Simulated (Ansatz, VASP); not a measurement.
## Si in VASP and in Ansatz

```xyz
2
Lattice="0.0000 2.7200 2.7200 2.7200 0.0000 2.7200 2.7200 2.7200 0.0000" Properties=species:S:1:pos:R:3 pbc="T T T"
Si    0.0000    0.0000    0.0000
Si    1.3600    1.3600    1.3600
```

The cell was built by a generator and needn't be a form met in nature.

Alike in both runs: task relaxation of cell and atoms; functional r2SCAN; dispersion rVV10; k mesh 10 × 10 × 10; occupations gaussian, width 0.02 eV; no spin polarisation.

|  | VASP | Ansatz |
| --- | --- | --- |
| version | VASP 6.6.1 | Ansatz 0.2.0 |
| potentials or method | VASP PAW PBE potentials, release 64 (Si) | scalar-relativistic, plane waves, PAW |
| plane-wave cutoff (eV) | 600 | 500 |
| valence electrons in the cell | 8 | 8 |

```csv
,VASP,Ansatz,Ansatz less VASP
"gap on the k mesh at the Fermi level, each at its own relaxed structure (eV)",0.75,0.74,-0.010
relaxed volume (Å³/atom),20.03,20.07,+0.047
relaxed cell length with the largest relative difference (Å),3.841,3.844,+0.0030
```

Caveats: the PAW data sets were made with another functional, which shifts forces and pressure a little (VASP). A k mesh can miss the band edges. r2SCAN opens gaps a little over a GGA but as a rule still falls short of measured ones.
